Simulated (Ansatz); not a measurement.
Here is an Ansatz 0.2.0 calculation.

File input.yaml:

```yaml
crystal:
  lattice:
    - [3.2093, 0.0, 0.0]
    - [-1.60465, 2.7793353284, 0.0]
    - [0.0, 0.0, 5.2103]
  atoms:
    - { symbol: Mg, position: [0.6666666667, 0.3333333333, 0.75] }
    - { symbol: Mg, position: [0.3333333333, 0.6666666667, 0.25] }
kpoints:
  mp_grid: { grid: [10, 10, 5] }
scf:
  occupations: { method: gaussian, width: 0.024 }
hamiltonian:
  xc: pbe
  pseudopotentials: { kind: all_electron, lapw: { basis_error: 0.001 } }
output:
  forces: true
  stress: true
  eigenvalues: true
```

Potentials or basis: all-electron LAPW, scalar-relativistic.

Run with:

```sh
$ ansatz run input.yaml --threads 1 --pin off --max-ram 3072MiB --backend cpu --events-out ev --progress --plain --runs-dir out
```

Q: What does it give for the pressure?

A: -0.5 GPa.

Q: What does it give for the band gap on the k mesh?

A: None (metal or under the smearing width).

Stress tensor (GPa, compression positive):
```
-0.69  0.00  0.00
 0.00 -0.69  0.00
 0.00  0.00  0.00
```
